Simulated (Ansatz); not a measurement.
Runs of Ansatz 0.2.0 on HfO2. It takes space group P2_1/c (No. 14, monoclinic). The conventional cell has a = 5.118 Å, b = 5.186 Å, c = 5.284 Å, α = 90.00°, β = 99.35°, γ = 90.00°. Around Hf (site symmetry 1) lie 7 O at 2.03 to 2.25 Å. Around O (site symmetry 1) lie 3 Hf at 2.03 to 2.12 Å. O (site symmetry 1) has 4 Hf at 2.14 to 2.25 Å as nearest neighbours. 

| task | level | cell | smearing | points for each segment of the path | gap on the mesh (eV) | pressure (GPa) | relaxed volume (Å³/atom) | largest force (eV/Å) |
| --- | --- | --- | --- | --- | --- | --- | --- | --- |
| relaxation of cell and atoms | RPBE | relaxed | fermi-dirac 0.05 eV | - | 4.17 | 0.0 | 12.10 | 0.01 |
| single point | PBE | as given | gaussian 0.012 eV | - | 4.21 | 5.9 | - | (c) |
| relaxation of cell and atoms | BLYP | relaxed | fermi-dirac 0.05 eV | - | 4.12 | 0.0 | 12.16 | - |
| band structure | revPBE | as given | fermi-dirac 0.05 eV | 10 | 4.27 | 9.4 | - | (a) |
| relaxation of cell and atoms | revPBE+D3(BJ) | relaxed | fermi-dirac 0.05 eV | - | 4.17 | 0.0 | 11.63 | - |
| relaxation of cell and atoms | RPBE+D4 | relaxed | fermi-dirac 0.05 eV | - | (b) | 0.0 | 11.66 | - |

Alike in all rows: potentials or basis Ansatz PAW; no spin polarisation; k mesh 5 × 5 × 5; cutoff (eV) 420.

Q: Fill in the values left out.

A: (a) 0.50; (b) 4.20; (c) 0.48.

Caveats: spin-orbit coupling is left out, which moves the levels of the heavy elements; odd divisions of the mesh miss points on the zone boundary, where band edges often lie, so the gap on the mesh can be too wide (some runs); the PAW data sets come from PBE, with cores solved anew for the run's functional, which leaves a small shift of forces and pressure (some runs); the plane-wave basis is chosen anew once the cell has moved, so the energies of steps on either side of that aren't comparable (some runs); the k mesh misses the band edges, so the gap on the mesh is wider than the one along the path (some runs).

A k mesh can miss the band edges, and the runs leave out spin-orbit coupling on Hf.
